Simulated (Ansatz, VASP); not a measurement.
# Hg: VASP beside Ansatz

```
Hg
1.0
    -1.87674    1.87674    1.91684
     1.87674   -1.87674    1.91684
     1.87674    1.87674   -1.91684
Hg
1
Direct
  0.50000 0.50000 0.00000
```

Alike in both runs: task single point; functional PBEsol; k mesh 9 × 9 × 9; occupations methfessel-paxton of order 1, width 0.1 eV; no spin polarisation.

|  | VASP | Ansatz |
| --- | --- | --- |
| version | VASP 6.6.1 | Ansatz 0.2.0 |
| potentials or method | VASP PAW PBE potentials, release 64 (Hg) | plane waves, PAW |
| plane-wave cutoff (eV) | 520 | 450 |
| valence electrons in the cell | 12 | 20 |

```tsv
	VASP	Ansatz	Ansatz less VASP
pressure (GPa)	-2.8	-3.0	-0.16
largest component of the traceless stress (GPa)	0.45	0.45	-0.002
```

The two sets of potentials don't hold the same shells in valence.

Caveats: the PAW data sets were made with another functional, which shifts forces and pressure a little (VASP). Spin-orbit coupling is left out, which matters for the levels of Hg.
